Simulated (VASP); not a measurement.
# Rb (Im-3m) in VASP: further runs

The runs below take Rb through relaxation of the atoms, with PBE.

Everything below comes from runs of VASP 6.6.1. Logs are shortened: lines on timing, memory, paths and dates and some standing lists are left out, and cuts for length are marked.

## Step 1: Starting point

The structure is cubic, space group Im-3m (No. 229). Conventional cell: a = 5.668 Å, b = 5.668 Å, c = 5.668 Å, α = 90.00°, β = 90.00°, γ = 90.00°.

## Step 2: Relaxation of the atoms, PBE (a relaxed cell with its volume scaled by 0.96)

INCAR

```
SYSTEM = Rb
PREC = Accurate
ENCUT = 600
EDIFF = 1E-7
ISMEAR = 1
SIGMA = 0.1
LREAL = .FALSE.
LASPH = .TRUE.
NELM = 80
ALGO = Fast
ISIF = 2
LWAVE = .FALSE.
LCHARG = .FALSE.
GGA = PE
IBRION = 2
NSW = 40
EDIFFG = -0.01
```

KPOINTS

```
regular mesh
0
G
  10 10 10
  0 0 0
```

POSCAR

```
Rb                                      
1.0
   -2.7956633297      2.7956633297      2.7956633297
    2.7956633297     -2.7956633297      2.7956633297
    2.7956633297      2.7956633297     -2.7956633297
  Rb            
     1
Direct
     0.0000000000000000    0.0000000000000000    0.0000000000000000
```

Potentials or basis: VASP PAW PBE potentials, release 64 (Rb_sv).

Started as:

```bash
$ cat potpaw_PBE.64/Rb_sv/POTCAR > POTCAR
$ mpirun -np 1 vasp_std > vasp.out
```

OUTCAR:

```text
SYSTEM = Rb
   PREC = Accurate
   ENCUT = 600
   EDIFF = 1E-7
   ISMEAR = 1
   LREAL = .FALSE.
   LASPH = .TRUE.
   NELM = 80
   ISIF = 2
   GGA = PE
   IBRION = 2
   NSW = 40
   EDIFFG = -0.01

 ion  position               nearest neighbor table
   1  0.000  0.000  0.000-

  LATTYP: Found a body centered cubic cell.
 ALAT       =     5.5913266594

  Lattice vectors:

 A1 = (  -2.7956633297,   2.7956633297,   2.7956633297)
 A2 = (   2.7956633297,  -2.7956633297,   2.7956633297)
 A3 = (   2.7956633297,   2.7956633297,  -2.7956633297)

Analysis of symmetry for initial positions (statically):
=====================================================================
 Subroutine PRICEL returns:
 Original cell was already a primitive cell.

 Routine SETGRP: Setting up the symmetry group for a
 body centered cubic supercell.

 Subroutine GETGRP returns: Found 48 space group operations
 (whereof 48 operations were pure point group operations)
 out of a pool of 48 trial point group operations.

The static configuration has the point symmetry O_h .

Analysis of symmetry for dynamics (positions and initial velocities):
=====================================================================
 Subroutine PRICEL returns:
 Original cell was already a primitive cell.

 Routine SETGRP: Setting up the symmetry group for a
 body centered cubic supercell.

 Subroutine GETGRP returns: Found 48 space group operations
 (whereof 48 operations were pure point group operations)
 out of a pool of 48 trial point group operations.

The dynamic configuration has the point symmetry O_h .

 Subroutine INISYM returns: Found 48 space group operations
 (whereof 48 operations are pure point group operations),
 and found     1 'primitive' translations

----------------------------------------------------------------------------------------

                                     Primitive cell

  volume of cell :      87.4006

  direct lattice vectors                    reciprocal lattice vectors
    -2.795663330  2.795663330  2.795663330     0.000000000  0.178848431  0.178848431
     2.795663330 -2.795663330  2.795663330     0.178848431  0.000000000  0.178848431
     2.795663330  2.795663330 -2.795663330     0.178848431  0.178848431  0.000000000

  length of vectors
     4.842230928  4.842230928  4.842230928     0.252929877  0.252929877  0.252929877

  position of ions in fractional coordinates (direct lattice)
     0.000000000  0.000000000  0.000000000

  ion indices of the primitive-cell ions
   primitive index   ion index
                 1           1

----------------------------------------------------------------------------------------

 KPOINTS: regular mesh

Automatic generation of k-mesh.
 Grid dimensions read from file:
 generate k-points for:   10   10   10

 Generating k-lattice:

  Cartesian coordinates                     Fractional coordinates (reciprocal lattice)
     0.000000000  0.017884843  0.017884843     0.100000000  0.000000000  0.000000000
     0.017884843  0.000000000  0.017884843     0.000000000  0.100000000  0.000000000
     0.017884843  0.017884843  0.000000000     0.000000000  0.000000000  0.100000000

  Length of vectors
     0.025292988  0.025292988  0.025292988

  Shift w.r.t. Gamma in fractional coordinates (k-lattice)
     0.000000000  0.000000000  0.000000000

 Subroutine IBZKPT returns following result:
 ===========================================

 Found     47 irreducible k-points:

 Following reciprocal coordinates:
            Coordinates               Weight
  0.000000  0.000000  0.000000      1.000000
  0.100000  0.000000  0.000000     12.000000
  0.200000  0.000000  0.000000     12.000000
  0.300000  0.000000  0.000000     12.000000
  0.400000  0.000000  0.000000     12.000000
  0.500000  0.000000  0.000000      6.000000
[... 16 lines left out ...]
  0.300000  0.300000  0.100000      8.000000
 -0.300000  0.300000  0.100000     24.000000
 [... further k-points ...]
   k-points           NKPTS =     47   k-points in BZ     NKDIM =     47   number of bands    NBANDS=      8
   number of dos      NEDOS =    301   number of ions     NIONS =      1
   total plane-waves  NPLWV =  64000
   dimension x,y,z NGX =    40 NGY =   40 NGZ =   40
   dimension x,y,z NGXF=    80 NGYF=   80 NGZF=   80
   ions per type =               1
   NGX,Y,Z   is equivalent  to a cutoff of  13.73, 13.73, 13.73 a.u.
   NGXF,Y,Z  is equivalent  to a cutoff of  27.47, 27.47, 27.47 a.u.
 SYSTEM =  Rb
   PREC   = accura    normal or accurate (medium, high low for compatibility)
   ISTART =      0    job   : 0-new  1-cont  2-samecut
   ICHARG =      2    charge: 1-file 2-atom 10-const
   ISPIN  =      1    spin polarized calculation?
   LNONCOLLINEAR =      F non collinear calculations
   LSORBIT =      F    spin-orbit coupling
   LASPH  =      T    aspherical Exc in radial PAW
   ENCUT  =  600.0 eV  44.10 Ry    6.64 a.u.   9.67  9.67  9.67*2*pi/ulx,y,z
   NELM   =     80;   NELMIN=  2; NELMDL= -5     # of ELM steps
   EDIFF  = 0.1E-06   stopping-criterion for ELM
   LREAL  =      F    real-space projection
   EDIFFG = -.1E-01   stopping-criterion for IOM
   NSW    =     40    number of steps for IOM
   IBRION =      2    ionic relax: 0-MD 1-quasi-New 2-CG
   NFREE  =      1    steps in history (QN), initial steepest desc. (CG)
   ISIF   =      2    stress and relaxation
   ISYM   =      2    0-nonsym 1-usesym 2-fastsym
   POTIM  = 0.5000    time-step for ionic-motion
   TEBEG  =    0.0;   TEEND  =   0.0 temperature during run
   PSTRESS=    0.0 pullay stress
   NELECT =       9.0000    total number of electrons
   NUPDOWN=      -1.0000    fix difference up-down
   EMIN   =  10.00;   EMAX   =-10.00  energy-range for DOS
   EFERMI =   0.00;   METHOD = LEGACY
   ISMEAR =     1;   SIGMA  =   0.10  broadening in eV -4-tet -1-fermi 0-gaus
   EFERMI_NEDOS =   21; number of points for ismear=-14 and -15
   IALGO  =     68    algorithm
   IMIX   =      4    mixing-type and parameters
     AMIX     =   0.40;   BMIX     =  1.00
     AMIX_MAG =   1.60;   BMIX_MAG =  1.00
  volume/ion in A,a.u.               =      87.40       589.81
  Fermi-wavevector in a.u.,A,eV,Ry     =   0.767333  1.450050  8.011119  0.588801
  Thomas-Fermi vector in A             =   1.867867
   LORBIT       =      0    0 simple, 1 ext, 2 COOP (PROOUT), +10 PAW based schemes
   GGA     = PE    functional components
   LHFCALC =     F    Hartree Fock is set to
   AEXX    =    0.0000 exact exchange contribution
   IVDW    =     0    specifies the selected vdW correction
   LEPSILON=     F    determine dielectric tensor
   LRPA    =     F    only Hartree local field effects (RPA)
 conjugate gradient relaxation of ions
 non-spin polarized calculation
 RMM-DIIS sequential band-by-band and
 Methfessel and Paxton  Order N= 1 SIGMA  =   0.10
  energy-cutoff  :      600.00
  volume of cell :       87.40
 maximum number of plane-waves:      2931
   NGX = 19   NGY = 19   NGZ = 19

 number of electron       9.0000000 magnetization

 Free energy of the ion-electron system (eV)
  ---------------------------------------------------
  ext. energy  EPLUGINS =         0.00000000
  ---------------------------------------------------
  free energy    TOTEN  =        -0.93118083 eV

  energy without entropy =       -0.93037235  energy(sigma->0) =       -0.93091133

 E-fermi :   0.1119     XC(G=0):  -5.5648

 val. band max:        0.1056521378   @ k =  -0.3000   0.4000   0.2000
 cond. band min:       0.1889667617   @ k =  -0.4000   0.4000   0.2000
 fundamental gap:      0.0833146239
 Fermi energy:         0.1118890523

 k-point     1 :       0.0000    0.0000    0.0000
  band No.  band energies     occupation
      1     -28.7784      2.00000
      2     -12.8164      2.00000
      3     -12.8164      2.00000
      4     -12.8164      2.00000
      5      -1.9221      2.00000
      6       3.8205      0.00000
      7       3.8205      0.00000
      8       3.8206      0.00000

 k-point     2 :       0.1000    0.0000    0.0000
  band No.  band energies     occupation
      1     -28.7779      2.00000
      2     -12.8272      2.00000
      3     -12.8199      2.00000
      4     -12.8164      2.00000
      5      -1.7997      2.00000
      6       3.6259      0.00000
      7       3.6537      0.00000
      8       3.9348      0.00000

 k-point     3 :       0.2000    0.0000    0.0000
  band No.  band energies     occupation
      1     -28.7766      2.00000
      2     -12.8551      2.00000
      3     -12.8291      2.00000
      4     -12.8164      2.00000
      5      -1.4442      2.00000
      6       2.9745      0.00000
      7       3.3097      0.00000
      8       4.2783      0.00000

 k-point     4 :       0.3000    0.0000    0.0000
  band No.  band energies     occupation
      1     -28.7751      2.00000
      2     -12.8891      2.00000
      3     -12.8403      2.00000
      4     -12.8164      2.00000
      5      -0.8916      2.00000
      6       2.2059      0.00000
      7       2.9859      0.00000
      8       4.6658      0.00000

 k-point     5 :       0.4000    0.0000    0.0000
  band No.  band energies     occupation
      1     -28.7738      2.00000
      2     -12.9161      2.00000
      3     -12.8494      2.00000
      4     -12.8165      2.00000
      5      -0.2087      2.00006
      6       1.4597     -0.00000
      7       2.7708      0.00000
      8       4.5592      0.00000
[... 177 lines left out ...]
 k-point    22 :      -0.2000    0.2000    0.1000
  band No.  band energies     occupation
      1     -28.7762      2.00000
      2     -12.8551      2.00000
      3     -12.8328      2.00000
      4     -12.8251      2.00000
      5      -1.3279      2.00000
      6       3.0058      0.00000
      7       3.3199      0.00000
      8       3.8410      0.00000

 k-point    23 :       0.3000    0.3000    0.1000
  band No.  band energies     occupation
      1     -28.7730      2.00000
      2     -12.8853      2.00000
      3     -12.8853      2.00000
      4     -12.8392      2.00000
      5       1.2590     -0.00000
      6       1.2590     -0.00000
      7       1.4088     -0.00000
      8       3.4968      0.00000

 k-point    24 :      -0.3000    0.3000    0.1000
  band No.  band energies     occupation
      1     -28.7747      2.00000
      2     -12.8875      2.00000
      3     -12.8442      2.00000
      4     -12.8247      2.00000
      5      -0.7817      2.00000
      6       2.2376      0.00000
      7       3.0315      0.00000
      8       3.9140      0.00000

 [... further k-points ...]

------------------------ aborting loop because EDIFF is reached ----------------------------------------

  FORCE on cell =-STRESS in cart. coord.  units (eV):
  Direction    XX          YY          ZZ          XY          YZ          ZX
  --------------------------------------------------------------------------------------
  -------------------------------------------------------------------------------------
  Total        0.0722465      0.0722465      0.0722465     -0.0000000     -0.0000000      0.0000000
  in kB        1.3243808      1.3243808      1.3243808     -0.0000000     -0.0000000      0.0000000
  external PRESSURE =       1.3243808 kB  Pullay stress =       0.0000000 kB

 VOLUME and BASIS-vectors are now :
 -----------------------------------------------------------------------------
  energy-cutoff  :      600.00
  volume of cell :       87.40
      direct lattice vectors                 reciprocal lattice vectors
    -2.795663330  2.795663330  2.795663330     0.000000000  0.178848431  0.178848431
     2.795663330 -2.795663330  2.795663330     0.178848431  0.000000000  0.178848431
     2.795663330  2.795663330 -2.795663330     0.178848431  0.178848431  0.000000000

 POSITION                                       TOTAL-FORCE (eV/Angst)
 -----------------------------------------------------------------------------------
      0.00000      0.00000      0.00000        -0.000000     -0.000000     -0.000000
 -----------------------------------------------------------------------------------
    total drift:                               -0.000000      0.000000     -0.000000

  FREE ENERGIE OF THE ION-ELECTRON SYSTEM (eV)
  ---------------------------------------------------
  free  energy   TOTEN  =        -0.9311808259 eV

  energy  without entropy=       -0.9303723509  energy(sigma->0) =       -0.93091133

 reached required accuracy - stopping structural energy minimisation
```

Run time: 28 s. Hardware: 1 thread of Intel Xeon Platinum 8488C (Sapphire Rapids), shared host; peak memory 0.24 GiB.

What came out:

```
Free energy             : -0.9312 eV
Pressure after relaxing : 0.1 GPa
Band gap on the k mesh  : none (metal or under the smearing width)
```

Final structure:
```cif
data_structure
_symmetry_space_group_name_H-M 'P 1'
_symmetry_Int_Tables_number 1
_cell_length_a 4.8422
_cell_length_b 4.8422
_cell_length_c 4.8422
_cell_angle_alpha 109.471
_cell_angle_beta 109.471
_cell_angle_gamma 109.471
_cell_volume 87.40
loop_
_atom_site_label
_atom_site_type_symbol
_atom_site_fract_x
_atom_site_fract_y
_atom_site_fract_z
_atom_site_occupancy
Rb1 Rb 0.00000 0.00000 0.00000 1
```

Caveat: the relaxation stopped at its first step, so nothing moved.

## Step 3: Relaxation of the atoms, PBE (a relaxed cell with its volume scaled by 0.98)

INCAR is that of step 2.

KPOINTS is that of step 2.

POSCAR

```
Rb                                      
1.0
   -2.8149443757      2.8149443757      2.8149443757
    2.8149443757     -2.8149443757      2.8149443757
    2.8149443757      2.8149443757     -2.8149443757
  Rb            
     1
Direct
     0.0000000000000000    0.0000000000000000    0.0000000000000000
```

Potentials or basis: VASP PAW PBE potentials, release 64 (Rb_sv).

Started as:

```bash
$ cat potpaw_PBE.64/Rb_sv/POTCAR > POTCAR
$ mpirun -np 1 vasp_std > vasp.out
```

OUTCAR:

```text
SYSTEM = Rb
   PREC = Accurate
   ENCUT = 600
   EDIFF = 1E-7
   ISMEAR = 1
   LREAL = .FALSE.
   LASPH = .TRUE.
   NELM = 80
   ISIF = 2
   GGA = PE
   IBRION = 2
   NSW = 40
   EDIFFG = -0.01

 ion  position               nearest neighbor table
   1  0.000  0.000  0.000-

  LATTYP: Found a body centered cubic cell.
 ALAT       =     5.6298887514

  Lattice vectors:

 A1 = (  -2.8149443757,   2.8149443757,   2.8149443757)
[... 447 lines left out ...]
      8       3.8393      0.00000

 [... further k-points ...]

------------------------ aborting loop because EDIFF is reached ----------------------------------------

  FORCE on cell =-STRESS in cart. coord.  units (eV):
  Direction    XX          YY          ZZ          XY          YZ          ZX
  --------------------------------------------------------------------------------------
  -------------------------------------------------------------------------------------
  Total        0.0374227      0.0374227      0.0374227      0.0000000      0.0000000     -0.0000000
  in kB        0.6720100      0.6720100      0.6720100      0.0000000      0.0000000     -0.0000000
  external PRESSURE =       0.6720100 kB  Pullay stress =       0.0000000 kB

 VOLUME and BASIS-vectors are now :
 -----------------------------------------------------------------------------
  energy-cutoff  :      600.00
  volume of cell :       89.22
      direct lattice vectors                 reciprocal lattice vectors
    -2.814944376  2.814944376  2.814944376     0.000000000  0.177623403  0.177623403
     2.814944376 -2.814944376  2.814944376     0.177623403  0.000000000  0.177623403
     2.814944376  2.814944376 -2.814944376     0.177623403  0.177623403  0.000000000

 POSITION                                       TOTAL-FORCE (eV/Angst)
 -----------------------------------------------------------------------------------
      0.00000      0.00000      0.00000         0.000000     -0.000000      0.000000
 -----------------------------------------------------------------------------------
    total drift:                               -0.000000      0.000000     -0.000000

  FREE ENERGIE OF THE ION-ELECTRON SYSTEM (eV)
  ---------------------------------------------------
  free  energy   TOTEN  =        -0.9323115162 eV

  energy  without entropy=       -0.9315135229  energy(sigma->0) =       -0.93204552

 reached required accuracy - stopping structural energy minimisation
```

OSZICAR:

```text
N       E                     dE             d eps       ncg     rms          rms(c)
DAV:   1     0.501745867227E+02    0.50175E+02   -0.35992E+03   752   0.922E+02
DAV:   2     0.195280154565E+01   -0.48222E+02   -0.47028E+02   824   0.143E+02
DAV:   3    -0.835836133434E+00   -0.27886E+01   -0.27845E+01   992   0.408E+01
DAV:   4    -0.930315946905E+00   -0.94480E-01   -0.94114E-01  1280   0.570E+00
DAV:   5    -0.930840791712E+00   -0.52484E-03   -0.52483E-03  1040   0.341E-01    0.128E+00
RMM:   6    -0.931292753506E+00   -0.45196E-03   -0.14196E-03   753   0.277E-01    0.781E-01
RMM:   7    -0.932200924038E+00   -0.90817E-03   -0.35946E-03   755   0.444E-01    0.475E-02
RMM:   8    -0.932308337286E+00   -0.10741E-03   -0.17998E-04   790   0.112E-01    0.680E-03
RMM:   9    -0.932310462615E+00   -0.21253E-05   -0.31236E-05   877   0.374E-02    0.456E-03
RMM:  10    -0.932311416455E+00   -0.95384E-06   -0.57498E-06   913   0.165E-02    0.301E-03
RMM:  11    -0.932311432774E+00   -0.16320E-07   -0.19174E-06   881   0.794E-03    0.717E-04
RMM:  12    -0.932311516243E+00   -0.83468E-07   -0.58670E-07   736   0.412E-03
   1 F= -.93231152E+00 E0= -.93204552E+00  d E =-.932312E+00
```

Run time: 29 s. Hardware: 1 thread of Intel Xeon Platinum 8488C (Sapphire Rapids), shared host; peak memory 0.25 GiB.

Results:

* Free energy: -0.9323 eV
* Pressure after relaxing: 0.1 GPa
* Band gap on the k mesh: none (metal or under the smearing width)

Final structure:
```
Rb
1.0
    -2.81494    2.81494    2.81494
     2.81494   -2.81494    2.81494
     2.81494    2.81494   -2.81494
Rb
1
Direct
  0.00000 0.00000 0.00000
```

Levels at points of the mesh, in eV from the Fermi level:
```csv
k point,band 2,band 3,band 4,band 5,band 6,band 7,band 8
"(0.00, 0.00, 0.00)",-12.94,-12.94,-12.94,-2.01,3.69,3.69,3.69
"(0.50, 0.00, 0.00)",-13.04,-12.97,-12.94,0.23,0.79,2.58,4.29
"(0.50, 0.50, 0.50)",-13.01,-13.01,-13.01,1.24,1.24,3.30,3.30
```

Caveat: the relaxation stopped at its first step, so nothing moved.

## Step 4: Relaxation of the atoms, PBE

INCAR is that of step 3.

KPOINTS is that of step 3.

POSCAR

```
Rb                                      
1.0
   -2.8339648471      2.8339648471      2.8339648471
    2.8339648471     -2.8339648471      2.8339648471
    2.8339648471      2.8339648471     -2.8339648471
  Rb            
     1
Direct
     0.0000000000000000    0.0000000000000000    0.0000000000000000
```

Started as:

```bash
$ cat potpaw_PBE.64/Rb_sv/POTCAR > POTCAR
$ mpirun -np 1 vasp_std > vasp.out
```

Wall time 29 s (1 thread of Intel Xeon Platinum 8488C (Sapphire Rapids), shared host); peak memory 0.24 GiB.

It converged, with:

| Property | Result |
| --- | --- |
| Free energy | -0.9327 eV |
| Pressure after relaxing | 0.0 GPa |
| Band gap on the k mesh | none (metal or under the smearing width) |

Final structure:
```xyz
1
Lattice="-2.8340 2.8340 2.8340 2.8340 -2.8340 2.8340 2.8340 2.8340 -2.8340" Properties=species:S:1:pos:R:3 pbc="T T T"
Rb    0.0000    0.0000    0.0000
```

Levels at points of the mesh, in eV from the Fermi level:
```tsv
k point	band 2	band 3	band 4	band 5	band 6	band 7	band 8
(0.00, 0.00, 0.00)	-12.95	-12.95	-12.95	-1.98	3.67	3.67	3.67
(0.50, 0.00, 0.00)	-13.05	-12.98	-12.95	0.23	0.77	2.58	4.25
(0.50, 0.50, 0.50)	-13.02	-13.02	-13.02	1.25	1.25	3.24	3.24
```

Caveat: the relaxation stopped at its first step, so nothing moved.

[end of part 1 of 2]
